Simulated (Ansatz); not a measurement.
CuO: why energy differences converge before total energies

The calculation used Ansatz, DFT PBEsol, scalar-relativistic, plane waves, PAW.

```xyz
4
Lattice="2.8795 0.0000 0.0000 0.0391 2.8793 0.0000 0.0175 0.0172 5.1763" Properties=species:S:1:pos:R:3 pbc="T T T"
Cu    1.4485    0.0086    2.5882
Cu    0.0195    1.4396    0.0000
O     0.0479    2.8788    1.2947
O     2.8881    0.0177    3.8817
```

```
Γ-centred k-mesh : 14×14×8
occupation rule  : Gaussian smearing, 0.1 eV
spin treatment   : unpolarised
```

A second cell has all atoms moved and the lattice slightly strained:

```yaml
crystal:
  lattice:
    - [2.90279, 0.01283, -0.03408]
    - [0.05222, 2.84489, 0.00261]
    - [-0.04356, 0.02263, 5.27315]
  atoms:
    - { symbol: Cu, position: [0.51070, 0.00534, 0.49840] }
    - { symbol: Cu, position: [0.05379, 0.47809, 0.99029] }
    - { symbol: O, position: [0.95681, 0.97912, 0.24962] }
    - { symbol: O, position: [0.02539, 0.00127, 0.76859] }
```

It ran on a 10×10×6 mesh, another than the first cell's, which shifts the difference by nearly the same amount at every cutoff. Both were run at several values of the cutoff; energies per atom at zero smearing, errors against the largest value (600 eV), which isn't proved converged itself.

| cutoff | error, first cell (meV) | error, second cell (meV) |
| --- | --- | --- |
| 200 eV | 10796.60 | 10825.25 |
| 250 eV | 2104.76 | 2129.47 |
| 300 eV | 371.15 | 372.91 |
| 350 eV | 59.88 | 59.56 |
| 420 eV | 5.01 | 5.01 |

Q: At the largest value the second cell lies 82.78 meV/atom above the first. What is the error of that difference at each value, and where does each quantity come within 1 meV/atom?

A: The error of the difference is the second cell's error less the first's:
| cutoff | difference (meV) | its error (meV) |
| --- | --- | --- |
| 200 eV | 111.43 | 28.65 |
| 250 eV | 107.49 | 24.71 |
| 300 eV | 84.53 | 1.75 |
| 350 eV | 82.46 | -0.32 |
| 420 eV | 82.79 | 0.00 |

No value below the largest brings the first cell's total energy within 1 meV/atom, while the difference is there from 350 eV on. Most of the error cancels, by a factor of about 212 in the median. A missing short wave mostly misdescribes the region near each nucleus, which both cells share; what doesn't cancel comes largely from the change of volume and bonding.

6 further runs of this set aren't shown.